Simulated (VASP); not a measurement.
# Pd (P6_3/mmc) in VASP: further runs, part 2 of 2

VASP 6.6.1.

## (3) Electric field gradients, PBE (volume scaled by 1.06, crystal datasets)

Contents of INCAR:

```
ALGO = Normal ; EDIFF = 1E-8
ENCUT = 520 ; GGA = PE
ISIF = 2 ; ISMEAR = -1
LASPH = True ; LCHARG = False
LEFG = True ; LREAL = False
LWAVE = False ; NBANDS = 17
NELM = 100 ; PREC = Accurate
SIGMA = 0.08
```

Contents of KPOINTS:

```
k-points
0
Gamma
  15 15 8
```

Contents of POSCAR:

```
Pd
1.0
    2.8285524733      0.0000000000      0.0000000000
   -1.4142762367      2.4495982978      0.0000000000
    0.0000000000      0.0000000000      4.7170425267
Pd
2
Direct
    0.3333333333      0.6666666667      0.2500000000
    0.6666666667      0.3333333333      0.7500000000
```

Potentials or basis: VASP PAW PBE potentials, release 64 (Pd).

Run with:

```sh
cat potpaw_PBE.64/Pd/POTCAR > POTCAR
mpirun -np 1 vasp_std > vasp.out
```

OUTCAR:

```text
EDIFF = 1E-8
   ENCUT = 520
   GGA = PE
   ISIF = 2
   ISMEAR = -1
   LASPH = True
   LREAL = False
   NELM = 100
   PREC = Accurate

 ion  position               nearest neighbor table
   1  0.333  0.667  0.250-   2 2.87   2 2.87   2 2.87   2 2.87   2 2.87   2 2.87
   2  0.667  0.333  0.750-   1 2.87   1 2.87   1 2.87   1 2.87   1 2.87   1 2.87

  LATTYP: Found a hexagonal cell.
 ALAT       =     2.8285524733
 C/A-ratio  =     1.6676524729

  Lattice vectors:

 A1 = (   2.8285524733,   0.0000000000,   0.0000000000)
 A2 = (  -1.4142762367,   2.4495982978,   0.0000000000)
 A3 = (   0.0000000000,   0.0000000000,   4.7170425267)

Analysis of symmetry for initial positions (statically):
=====================================================================
 Subroutine PRICEL returns:
 Original cell was already a primitive cell.

 Routine SETGRP: Setting up the symmetry group for a
 hexagonal supercell.

 Subroutine GETGRP returns: Found 24 space group operations
 (whereof 12 operations were pure point group operations)
 out of a pool of 24 trial point group operations.

The static configuration has the point symmetry D_3d.
 The point group associated with its full space group is D_6h.

Analysis of symmetry for dynamics (positions and initial velocities):
=====================================================================
 Subroutine PRICEL returns:
 Original cell was already a primitive cell.

 Routine SETGRP: Setting up the symmetry group for a
 hexagonal supercell.

 Subroutine GETGRP returns: Found 24 space group operations
 (whereof 12 operations were pure point group operations)
[... 162 lines left out ...]
      2       3.5909      2.00000
      3       5.6451      2.00000
      4       5.8336      2.00000
      5       5.8336      2.00000
      6       6.1290      2.00000
[... 457 lines left out ...]
      4       5.6681      2.00000
      5       5.8279      2.00000
      6       5.9076      2.00000
[... 9 lines left out ...]
     16      20.6527      0.00000
     17      21.4205      0.00000

 [... further k-points ...]

------------------------ aborting loop because EDIFF is reached ----------------------------------------

  FORCE on cell =-STRESS in cart. coord.  units (eV):
  Direction    XX          YY          ZZ          XY          YZ          ZX
  --------------------------------------------------------------------------------------
  -------------------------------------------------------------------------------------
  Total       -1.7128955     -1.7128955     -1.7037110      0.0000000      0.0000000      0.0000000
  in kB      -83.9677555    -83.9677555    -83.5175211      0.0000000      0.0000000      0.0000000
  external PRESSURE =     -83.8176774 kB  Pullay stress =       0.0000000 kB

 VOLUME and BASIS-vectors are now :
 -----------------------------------------------------------------------------
  energy-cutoff  :      520.00
  volume of cell :       32.68
      direct lattice vectors                 reciprocal lattice vectors
     2.828552473  0.000000000  0.000000000     0.353537723  0.204115099  0.000000000
    -1.414276237  2.449598298  0.000000000     0.000000000  0.408230199  0.000000000
     0.000000000  0.000000000  4.717042527     0.000000000  0.000000000  0.211997241

 POSITION                                       TOTAL-FORCE (eV/Angst)
 -----------------------------------------------------------------------------------
     -0.00000      1.63307      1.17926         0.000000      0.000000      0.000000
      1.41428      0.81653      3.53778        -0.000000      0.000000      0.000000
 -----------------------------------------------------------------------------------
    total drift:                                0.000000     -0.000000      0.000000

  FREE ENERGIE OF THE ION-ELECTRON SYSTEM (eV)
  ---------------------------------------------------
  free  energy   TOTEN  =       -10.3737452471 eV

  energy  without entropy=      -10.2690618863  energy(sigma->0) =      -10.32140357

 Electric field gradients (V/A^2)
---------------------------------------------------------------------
 ion       V_xx      V_yy      V_zz      V_xy      V_xz      V_yz
---------------------------------------------------------------------
   1       5.544     5.545   -11.089     0.000     0.000    -0.000
   2       5.544     5.545   -11.089     0.000    -0.000     0.000
---------------------------------------------------------------------

 Electric field gradients after diagonalization (V/A^2)
 (convention: |V_zz| > |V_xx| > |V_yy|)
----------------------------------------------------------------------
 ion       V_xx      V_yy      V_zz     asymmetry (V_yy - V_xx)/ V_zz
----------------------------------------------------------------------
   1       5.545     5.544   -11.089       0.000
   2       5.545     5.544   -11.089       0.000
----------------------------------------------------------------------

           NMR quadrupolar parameters

 Cq : quadrupolar parameter    Cq=e*Q*V_zz/h
 eta: asymmetry parameters     (V_yy - V_xx)/ V_zz
 Q  : nuclear electric quadrupole moment in mb (millibarn)
----------------------------------------------------------------------
 ion       Cq(MHz)       eta       Q (mb)
----------------------------------------------------------------------
   1      -0.027       0.000       1.000
   2      -0.027       0.000       1.000
----------------------------------------------------------------------
```

It took 36 s on 1 thread of Intel Xeon Platinum 8488C (Sapphire Rapids), shared host; peak memory 0.19 GiB.

Results:

```yaml
Free_energy: -10.3737 eV
Pressure: -8.4 GPa
Band_gap_on_the_k_mesh: none (metal or under the smearing width)
```

Electric field gradients, principal values (V/Å²):
| atom | Vxx | Vyy | Vzz |
| --- | --- | --- | --- |
| 1 Pd | 5.544 | 5.545 | -11.089 |
| 2 Pd | 5.544 | 5.545 | -11.089 |
